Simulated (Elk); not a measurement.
The cell is the one relaxed in the Materials Project (mp-623532), not relaxed further here; entries there can be hypothetical.

A run on Eu: DFT, PBE, all-electron APW+lo, Dirac cores, scalar-relativistic bands (Elk 11.2.3 with local patches). The input:

```
tasks
  0
  110
  115
  10

xctype
  20

rgkmax
  8.0

gmaxvr
  16.0

lmaxapw
  10

lmaxo
  7

lmaxi
  3

nrmtscf
  2.0

nempty
  8

epspot
  1e-06

epsengy
  1e-05

maxscl
  120

hmaxvr
  6.0

lradstp
  4

swidth
  0.002

tforce
  .true.

sppath
  './'

avec
  0.00000000000 5.27101816543 5.27101816543
  5.27101816543 0.00000000000 5.27101816543
  5.27101816543 5.27101816543 0.00000000000

atoms
  1
  'Eu.in'
  1
  0.000000000000 0.000000000000 0.000000000000   0.000 0.000 0.000

ngridk
  9 9 9

wplot
  120 100 1
  -0.55 0.3
```

Sphere radii set in the species files: Eu 2.80 bohr.

Total energy and RMS change of the potential by loop (first and last loops):

```csv
loop,E (Ha),RMS ΔV (Ha)
1,-10847.524887,–
2,-10846.582415,1.88e+00
3,-10852.121807,2.68e-01
4,-10853.289590,4.07e-01
5,-10855.601707,4.01e-01
113,-10852.222571,3.49e-03
114,-10852.194916,3.53e-03
115,-10852.244016,8.36e-03
116,-10852.191535,8.27e-04
117,-10852.309607,1.47e-02
118,-10852.191090,4.91e-04
119,-10852.241787,1.39e-03
120,-10852.235615,–
```

**Question.** Is the run sound, and if not, why?

**Answer.** No. The loop stopped after 120 iterations without meeting its targets.
